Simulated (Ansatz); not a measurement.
# Te2Mo (Pm) in Ansatz: relaxation of cell and atoms with PBEsol

Aim: the relaxation of cell and atoms of Te2Mo with PBEsol.

Everything below comes from runs of Ansatz 0.2.0. Logs are shortened: lines on timing, memory, paths and dates and some standing lists are left out, and cuts for length are marked.

### Step 1. The structure

The structure is monoclinic, space group Pm (No. 6). The conventional cell has a = 6.346 Å, b = 3.494 Å, c = 14.866 Å, α = 90.00°, β = 92.12°, γ = 90.00°. Te (site symmetry m) has 3 Mo at 2.82 to 2.84 Å as nearest neighbours. Te (site symmetry m) is surrounded by 3 Mo at 2.82 to 2.84 Å. Around Te (site symmetry m) lie 3 Mo at 2.70 to 2.71 Å. Around Te (site symmetry m) lie 3 Mo at 2.70 to 2.71 Å. Te (site symmetry m) is surrounded by 3 Mo at 2.70 to 2.71 Å. Te (site symmetry m) is surrounded by 3 Mo at 2.70 to 2.71 Å. Te (site symmetry m) has 3 Mo at 2.82 to 2.84 Å as nearest neighbours. Te (site symmetry m) is surrounded by 3 Mo at 2.82 to 2.84 Å.

The cell is a database's computed one.

### Step 2. Relaxation of cell and atoms, PBEsol

File input.yaml:

```yaml
crystal:
  lattice:
    - [6.3464495577, 0.0, 0.0]
    - [0.0, 3.49421554, 0.0]
    - [-0.5490254083, 0.0, 14.8561586148]
  atoms:
    - { symbol: Te, position: [0.06308657, 0.5, 0.40139181] }
    - { symbol: Te, position: [0.93626097, 0.0, 0.59892358] }
    - { symbol: Te, position: [0.56720469, 0.0, 0.36206281] }
    - { symbol: Te, position: [0.43253951, 0.5, 0.63827401] }
    - { symbol: Te, position: [0.09104745, 0.0, 0.13792275] }
    - { symbol: Te, position: [0.90945389, 0.5, 0.86175202] }
    - { symbol: Te, position: [0.58109276, 0.5, 0.09854983] }
    - { symbol: Te, position: [0.41934698, 0.0, 0.90115399] }
    - { symbol: Mo, position: [0.31968622, 0.0, 0.50682682] }
    - { symbol: Mo, position: [0.6797845, 0.5, 0.49352002] }
    - { symbol: Mo, position: [0.1814915, 0.5, 0.00653163] }
    - { symbol: Mo, position: [0.81900395, 0.0, 0.99308972] }
hamiltonian:
  xc: pbesol
  pseudopotentials: { kind: paw }
kpoints:
  mp_grid: { grid: [3, 6, 2] }
scf:
  occupations: { method: fermi_dirac, width: 0.05 }
output:
  forces: true
  stress: true
  eigenvalues: true
relax:
  f_tol: 0.01
  max_steps: 40
  cell: { stress_tol: 0.05 }
```

Potentials or basis: Ansatz PAW.

Started as:

```bash
ansatz run input.yaml --threads 4 --pin off --max-ram 11264MiB --backend cpu --events-out ev --progress --plain --runs-dir out
```

Output:

```text
Warning: RAYON_NUM_THREADS=4 ignored (pool sized by the plan → 4); use --threads N
Engine: ansatz 0.2.0, aarch64-unknown-linux-gnu
Pseudopotentials: kind: paw
Pseudopotential: Te, paw, valence charge 16, recommended cutoff 420 eV (normal), Te.paw.azcp
Pseudopotential: Mo, paw, valence charge 14, recommended cutoff 420 eV (normal), Mo.paw.azcp
Functional definition: PBEsol
  exchange = pbesol_x
  correlation = pbesol_c
Crystal: 12 atoms, lattice volume = 329.448 Å³
Basis set: ecut = 420 eV, 6429 PW (Γ), exchange–correlation on 90×48×200 points (8 copies of the dense FFT grid, shifted against one another)
Bands: 111, of which v1, the nominal top of the filled ones, is band 92 counted from 1 (91 counted from 0)
Symmetry: 2 space group operations
Space group: Pm (ITA 6), of the structure as read, at distance tolerance 6.9e-5 Å
k-points: 16 of 36 (time reversal used)
Non-local potential: Te, projectors of the file, l = 0: 2, l = 1: 2, l = 2: 2, l = 3: 2
Non-local potential: Mo, projectors of the file, l = 0: 3, l = 1: 2, l = 2: 2, l = 3: 1
PAW form: soft (Blöchl's): semilocal exchange-correlation on the pseudo side does not see the compensation charge
PAW frozen core: Te, regenerated for the run's functional, and the local potential with it (the file was generated under x = pbe(κ = 0.804, μ = 0.2195149727645171), c = pbe(β = 0.06672455060314922))
PAW frozen core: Mo, regenerated for the run's functional, and the local potential with it (the file was generated under x = pbe(κ = 0.804, μ = 0.2195149727645171), c = pbe(β = 0.06672455060314922))
PAW one-centre angular grid: Te, 590 points (default); XC on 64 Gauss nodes
PAW one-centre angular grid: Mo, 590 points (default); XC on 64 Gauss nodes
Initial density: superposition of atomic densities (neutral atoms: chi_scale 0, normalization atom), corrected by the library's trained network
Initial wavefunctions: pseudopotential atomic-orbital guess
Functional: x = pbesol(κ = 0.804, μ = 0.12345679012345678), c = pbesol(β = 0.046)
SCF iter   1: F=—  HF=-74805.082444 eV  |F-HF|=—  |Δ(HF+E_count)|=         —  Δρ=6.86e-3  dr2=2.81e-1  ethr=1.77e-3  ⟨swp⟩=6.1  Hψ=6520  notcnv=0  defer=24
preconditioner: auto → LDOS  [metal: Δε(μ)=0.059 eV  Ē_g=7.125 eV  σ=0.050 eV  W_gap=0.28  n_scr=92 (ndim 8)  ℏωp=17.4 eV  f_vac=0.086  D(μ)=2.95/eV (n_scr^D=12)  β→1.0]
SCF iter   2: F=—  HF=-74805.183060 eV  |F-HF|=—  |Δ(HF+E_count)|=   1.01e-1  Δρ=9.92e-3  dr2=1.10e0  ethr=1.53e-4  ⟨swp⟩=3.0  Hψ=3136  notcnv=0  defer=140
SCF iter   3: F=—  HF=-74805.069894 eV  |F-HF|=—  |Δ(HF+E_count)|=   1.13e-1  Δρ=1.67e-3  dr2=3.93e-2  ethr=1.53e-4  ⟨swp⟩=3.0  Hψ=2355  notcnv=0  defer=140
SCF iter   4: F=—  HF=-74805.064822 eV  |F-HF|=—  |Δ(HF+E_count)|=   5.07e-3  Δρ=3.58e-4  dr2=7.20e-4  ethr=2.14e-5  ⟨swp⟩=2.0  Hψ=2075  notcnv=0  defer=140
[... 159 lines left out ...]
  atom   3  Te    -0.00008900    -0.00000000    -0.00667145
  atom   4  Te     0.00016475     0.00000000     0.00690663
  atom   5  Te    -0.00246584    -0.00000000    -0.00400605
  atom   6  Te     0.00215695     0.00000000     0.00341968
  atom   7  Te     0.00053654    -0.00000000     0.00010976
  atom   8  Te    -0.00046384     0.00000000    -0.00022779
  atom   9  Mo    -0.00050850    -0.00000000    -0.00035720
  atom  10  Mo     0.00062785     0.00000000     0.00010173
  atom  11  Mo    -0.00450377     0.00000000    -0.00114704
  atom  12  Mo     0.00465529    -0.00000000     0.00174544
  max |Σ_I F_I| component: 4.82e-8 eV/Å
--- Stress (GPa, compression-positive) ---
       -0.012481      -0.000000      -0.001907
       -0.000000      -0.002919       0.000000
       -0.001907       0.000000      -0.013042
  P = ⅓ Tr σ = -0.0095 GPa (-0.095 kbar)
--- Band table (eV; the first three rows and the last of 16) ---
  k-point 0: bands = ["-48.4405", "-48.4217", "-48.3740", "-48.3543", "-24.4544", "-24.4467", "-24.4352", "-24.4351", "-24.4294", "-24.4214", "-24.4091", "-24.4086", "-24.4082", "-24.4026", "-24.3931", "-24.3839", "-24.3781", "-24.3770", "-24.3720", "-24.3694", "-24.3677", "-24.3546", "-24.3529", "-24.3501", "-24.3461", "-24.3436", "-24.3337", "-24.3314", "-24.3290", "-24.3246", "-24.3085", "-24.3063", "-24.3030", "-24.2896", "-24.2771", "-24.2638", "-24.2584", "-24.2502", "-24.2417", "-24.2373", "-24.2328", "-24.2246", "-24.2161", "-24.2116", "-22.7304", "-22.7147", "-22.6232", "-22.6131", "-22.6053", "-22.5930", "-22.4504", "-22.4479", "-22.4280", "-22.4278", "-22.2806", "-22.2605", "-0.7848", "-0.4843", "0.1571", "0.6603", "1.1149", "1.2885", "1.3299", "1.5638", "6.4751", "6.6825", "6.7668", "7.3439", "7.7710", "7.9325", "8.2197", "8.3335", "8.9830", "9.8688", "9.9762", "10.0538", "10.0587", "10.0825", "10.1039", "10.4192", "10.6663", "10.6984", "11.0229", "11.2568", "11.5403", "11.8589", "11.9519", "11.9871", "12.0900", "12.5469", "12.6054", "12.7770", "12.9873", "13.2480", "13.5526", "13.6031", "13.6268", "14.2463", "14.5812", "14.7115", "14.9168", "15.1873", "15.5569", "15.6298", "15.8010", "15.8815", "16.0519", "16.2238", "17.0395", "17.2700", "17.6019"]
  k-point 1: bands = ["-48.4405", "-48.4217", "-48.3740", "-48.3543", "-24.4544", "-24.4467", "-24.4352", "-24.4351", "-24.4294", "-24.4214", "-24.4091", "-24.4086", "-24.4082", "-24.4026", "-24.3931", "-24.3839", "-24.3781", "-24.3770", "-24.3720", "-24.3695", "-24.3677", "-24.3546", "-24.3530", "-24.3501", "-24.3461", "-24.3436", "-24.3337", "-24.3314", "-24.3290", "-24.3246", "-24.3085", "-24.3063", "-24.3030", "-24.2896", "-24.2771", "-24.2638", "-24.2584", "-24.2502", "-24.2417", "-24.2373", "-24.2328", "-24.2246", "-24.2161", "-24.2116", "-22.7304", "-22.7147", "-22.6232", "-22.6131", "-22.6053", "-22.5930", "-22.4504", "-22.4479", "-22.4280", "-22.4278", "-22.2806", "-22.2605", "-0.6784", "-0.6532", "0.4256", "0.4517", "1.1410", "1.1488", "1.4966", "1.5101", "6.5716", "6.6193", "7.0939", "7.1259", "7.5082", "7.6226", "8.3581", "8.5538", "9.4060", "9.5359", "10.0065", "10.0248", "10.0594", "10.0774", "10.2279", "10.2810", "10.6113", "10.7791", "11.0338", "11.1345", "11.6848", "11.7176", "11.8892", "11.9342", "12.4598", "12.4709", "12.6463", "12.6510", "13.0036", "13.1159", "13.5723", "13.6096", "14.0291", "14.2307", "14.4883", "14.5824", "14.7937", "14.8076", "15.8292", "15.8745", "15.8753", "15.8811", "15.9812", "15.9928", "17.2308", "17.4068", "17.6437"]
  k-point 2: bands = ["-48.4344", "-48.4155", "-48.3768", "-48.3571", "-24.4494", "-24.4407", "-24.4380", "-24.4356", "-24.4240", "-24.4149", "-24.4115", "-24.4110", "-24.4094", "-24.4057", "-24.3916", "-24.3860", "-24.3801", "-24.3786", "-24.3727", "-24.3704", "-24.3662", "-24.3534", "-24.3478", "-24.3469", "-24.3445", "-24.3437", "-24.3366", "-24.3344", "-24.3222", "-24.3181", "-24.3113", "-24.3093", "-24.3042", "-24.2929", "-24.2783", "-24.2671", "-24.2580", "-24.2505", "-24.2411", "-24.2368", "-24.2324", "-24.2248", "-24.2155", "-24.2112", "-22.7249", "-22.7092", "-22.6626", "-22.6451", "-22.5956", "-22.5753", "-22.4867", "-22.4663", "-22.4269", "-22.4049", "-22.2828", "-22.2625", "-0.4615", "-0.1635", "0.3781", "0.8519", "1.2789", "1.4295", "1.5425", "1.7567", "6.7971", "7.0102", "7.0664", "7.5205", "7.8552", "8.2831", "8.3031", "8.4144", "8.8820", "9.2349", "9.3731", "9.6179", "9.8042", "9.8843", "9.9481", "10.0974", "10.5921", "10.6051", "10.7136", "11.0431", "11.1330", "11.2278", "11.4229", "11.4263", "11.8629", "11.9150", "12.1850", "12.2344", "12.5688", "12.7926", "13.6988", "13.7063", "13.8879", "14.2769", "14.4094", "14.4304", "14.5424", "14.5981", "14.7549", "14.9242", "15.2966", "15.6323", "15.7729", "15.9273", "17.3797", "17.4346", "18.3321"]
  k-point 15: bands = ["-48.4005", "-48.4005", "-48.3812", "-48.3812", "-24.4510", "-24.4509", "-24.4240", "-24.4240", "-24.4215", "-24.4215", "-24.4161", "-24.4161", "-24.3969", "-24.3969", "-24.3909", "-24.3909", "-24.3841", "-24.3840", "-24.3722", "-24.3721", "-24.3586", "-24.3586", "-24.3463", "-24.3462", "-24.3432", "-24.3432", "-24.3249", "-24.3249", "-24.3182", "-24.3181", "-24.3049", "-24.3049", "-24.2993", "-24.2993", "-24.2791", "-24.2791", "-24.2538", "-24.2537", "-24.2373", "-24.2373", "-24.2281", "-24.2281", "-24.2117", "-24.2117", "-22.7650", "-22.7650", "-22.7481", "-22.7481", "-22.5281", "-22.5281", "-22.5078", "-22.5078", "-22.3480", "-22.3480", "-22.3270", "-22.3270", "1.4283", "1.4285", "1.5521", "1.5522", "1.8052", "1.8052", "1.8527", "1.8527", "6.5858", "6.5858", "6.6916", "6.6917", "7.4781", "7.4782", "7.5865", "7.5866", "8.8150", "8.8153", "9.1215", "9.1217", "9.5639", "9.5639", "9.7699", "9.7699", "10.1093", "10.1095", "10.2574", "10.2574", "10.6137", "10.6137", "10.6847", "10.6848", "11.3021", "11.3022", "11.3818", "11.3818", "13.5739", "13.5739", "13.6718", "13.6719", "14.0751", "14.0751", "14.2835", "14.2837", "14.4497", "14.4498", "14.9271", "14.9271", "15.8111", "15.8111", "16.1042", "16.1042", "17.0935", "17.0935", "17.5171"]
--- Relaxed structure (9 steps of the walk, 7 accepted, 1 SCFs on fresh bases) ---
  F+E_penalty+E_count = -74805.24043249 eV   max|allowed force component| = 6.907e-3 eV/Å   (the final SCF, on the basis selected at the relaxed cell)
  cell:  # Å, volume = 300.5735 Å³
    - [6.312895671413592, 2.0913212746893928e-17, -0.09418473713403137]
    - [1.1514354964479675e-17, 3.4301454245760827, 5.0775139477964223e-17]
    - [-0.7665961059450594, 2.1406860675158727e-16, 13.89207931720183]
  atoms:
    - { symbol: Te, position: [0.053085700044323114, 0.49999999999999994, 0.39617655436325355] }
    - { symbol: Te, position: [0.946843076138689, -4.614210742171423e-18, 0.6038112329797612] }
    - { symbol: Te, position: [0.5576103322356983, 9.311993343020954e-18, 0.3521989796390325] }
    - { symbol: Te, position: [0.442319477677272, 0.49999999999999994, 0.6477891273445384] }
    - { symbol: Te, position: [0.09983724456312237, -9.729946537029635e-18, 0.1482293018334453] }
    - { symbol: Te, position: [0.9002365570706986, 0.49999999999999994, 0.8517840318472252] }
    - { symbol: Te, position: [0.5869171584086068, 0.49999999999999994, 0.1035039711152395] }
    - { symbol: Te, position: [0.41315264461478796, 4.387540801115189e-18, 0.8965064396238543] }
    - { symbol: Mo, position: [0.31994638489146016, 6.788346578727815e-19, 0.5061077569957915] }
    - { symbol: Mo, position: [0.6799806039251789, 0.4999999999999999, 0.49388076917647816] }
    - { symbol: Mo, position: [0.18161255866223394, 0.49999999999999994, 0.006852284246257976] }
    - { symbol: Mo, position: [0.8184572517679292, -6.497061841788013e-20, 0.9931585408351223] }
```

Wall time 3.4 min (4 threads of Arm Neoverse V1, shared host); peak memory 1.2 GiB.

Results:

| Property | Result |
| --- | --- |
| Free energy | -74805.2404 eV |
| Relaxed volume | 25.05 Å³/atom |
| Relaxed cell | a = 6.314 Å, b = 3.430 Å, c = 13.913 Å, α = 90.00°, β = 94.01°, γ = 90.00° |
| Space group after relaxing (to 0.05 Å) | P2_1/m (No. 11) |
| Energy gained by relaxing | 14.7 meV/atom |
| Ionic steps | 8 |
| Pressure after relaxing | 0.0 GPa |
| Largest force after relaxing | 0.007 eV/Å |
| Band gap on the k mesh | none (metal or under the smearing width) |

Forces on the atoms (eV/Å):
```
Te  -0.002  0.000 -0.001
Te   0.002  0.000  0.001
Te   0.000  0.000 -0.007
Te   0.000  0.000  0.007
Te  -0.002  0.000 -0.004
Te   0.002  0.000  0.003
Te   0.001  0.000  0.000
Te   0.000  0.000  0.000
Mo  -0.001  0.000  0.000
Mo   0.001  0.000  0.000
Mo  -0.005  0.000 -0.001
Mo   0.005  0.000  0.002
```

Step by step:
| step | energy change (eV) | largest force (eV/Å) | volume (Å³) |
| --- | --- | --- | --- |
| 1 | 0.0000 | 0.2361 | 329.45 |
| 2 | -0.1550 | 0.0434 | 312.46 |
| 3 | -0.1720 | 0.0730 | 306.73 |
| 4 | -0.1782 | 0.0236 | 303.43 |
| 5 | -0.1803 | 0.0257 | 300.44 |
| 6 | -0.1806 | 0.0130 | 300.73 |
| 7 | -0.1807 | 0.0067 | 300.57 |
| 8 | -0.1760 | 0.0069 | 300.57 |

Final structure:
```xyz
12
Lattice="6.3129 0.0000 -0.0942 0.0000 3.4301 0.0000 -0.7666 0.0000 13.8921" Properties=species:S:1:pos:R:3 pbc="T T T"
Te    0.0314    1.7151    5.4987
Te    5.5144    0.0000    8.2990
Te    3.2501    0.0000    4.8403
Te    2.2957    1.7151    8.9575
Te    0.5166    0.0000    2.0498
Te    5.0301    1.7151   11.7483
Te    3.6258    1.7151    1.3826
Te    1.9209    0.0000   12.4154
Mo    1.6318    0.0000    7.0008
Mo    3.9140    1.7151    6.7970
Mo    1.1412    1.7151    0.0781
Mo    4.4055    0.0000   13.7200
```

Levels at points of the mesh, in eV from the Fermi level:
| k point | band 90 | band 91 | band 92 | band 93 | band 94 | band 95 |
| --- | --- | --- | --- | --- | --- | --- |
| (0.00, 0.00, 0.00) | 0.00 | 0.06 | 0.23 | 0.44 | 0.71 | 1.01 |
| (0.00, 0.00, -0.50) | -0.07 | 0.10 | 0.11 | 0.46 | 0.57 | 1.03 |
| (0.00, -0.50, 0.00) | -1.59 | -1.49 | -1.49 | 1.01 | 1.01 | 1.16 |
| (0.00, -0.50, -0.50) | -1.60 | -1.55 | -1.55 | 1.00 | 1.00 | 1.18 |

Caveat: the plane-wave basis is chosen anew once the cell has moved, so the energies of steps on either side of that aren't comparable; this functional lacks dispersion, which binds the layers, so the pressure and a relaxed spacing across them are unreliable; the PAW data sets come from PBE, with cores solved anew for the run's functional, which leaves a small shift of forces and pressure. The run has no spin-orbit coupling, so splittings on Te are missing.
